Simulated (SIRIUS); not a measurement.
Crystal: CuO.

```
CELL_PARAMETERS angstrom
2.83633 0.00000 0.00000
-1.41816 2.45633 0.00000
0.00000 0.00000 2.76811
ATOMIC_POSITIONS crystal
Cu 0.00000 0.00000 0.00000
O 0.66667 0.33333 0.50000
```

Measurements of this composition are mostly on another form, of space group No. 15.

Base run:

* Program: SIRIUS 7.10.0
* Functional: AM05
* Potentials or basis: PseudoDojo 0.4.1 PBE standard (scalar relativistic)
* Cutoff: 1254 eV
* Density cutoff: 5016 eV
* k mesh: 9 × 9 × 8
* Occupations: fermi-dirac, width 0.05 eV
* Spin: no spin polarisation

Its results: band gap on the k mesh none (metal or under the smearing width); pressure -9.7 GPa.

**Question.** After a change of settings the same cell gave: band gap on the k mesh none (metal or under the smearing width); pressure 3.2 GPa. Which change was it?
A. functional from AM05 to revPBE; libxc names from ["XC_GGA_X_AM05", "XC_GGA_C_AM05"] to ["XC_GGA_X_PBE_R", "XC_GGA_C_PBE"]
B. functional from AM05 to LDA; libxc names from ["XC_GGA_X_AM05", "XC_GGA_C_AM05"] to ["XC_LDA_X", "XC_LDA_C_PW"]
C. functional from AM05 to B86bPBE; libxc names from ["XC_GGA_X_AM05", "XC_GGA_C_AM05"] to ["XC_GGA_X_B86_MGC", "XC_GGA_C_PBE"]
D. functional from AM05 to PW91; libxc names from ["XC_GGA_X_AM05", "XC_GGA_C_AM05"] to ["XC_GGA_X_PW91", "XC_GGA_C_PW91"]

**Answer.** A.

Caveats: the potentials were made for another functional, which shifts forces and pressure; an odd number of electrons without spin polarisation forces a metal; a magnetic or distorted state may lie lower; the run has no spin polarisation, though such a crystal can be magnetic; semilocal functionals often make such compounds metallic where correlation or magnetic order opens a gap, which also shifts bond lengths.

Runs at the PBE level aren't shown here.
